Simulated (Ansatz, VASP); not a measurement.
## Cd: VASP beside Ansatz

```xyz
3
Lattice="0.0000 3.5403 3.5403 3.5403 0.0000 3.5403 3.5403 3.5403 0.0000" Properties=species:S:1:pos:R:3 pbc="T T T"
Cd    0.0000    0.0000    0.0000
Cd    1.7702    1.7702    1.7702
Cd    5.3105    5.3105    5.3105
```

This isn't the form of Cd at room conditions, which is hcp.

Alike in both runs: task single point; functional PBEsol; dispersion D4; k mesh 6 × 6 × 6; occupations fermi-dirac, width 0.15 eV; no spin polarisation.

```csv
,VASP,Ansatz
version,VASP 6.6.1,Ansatz 0.2.0
potentials or method,"VASP PAW PBE potentials, release 64 (Cd)","plane waves, PAW"
plane-wave cutoff (eV),520,460
valence electrons in the cell,36,60
```

|  | VASP | Ansatz | Ansatz less VASP |
| --- | --- | --- | --- |
| dispersion energy (meV/atom) | -174.9 | -175.1 | -0.17 |

The two sets of potentials don't hold the same shells in valence.
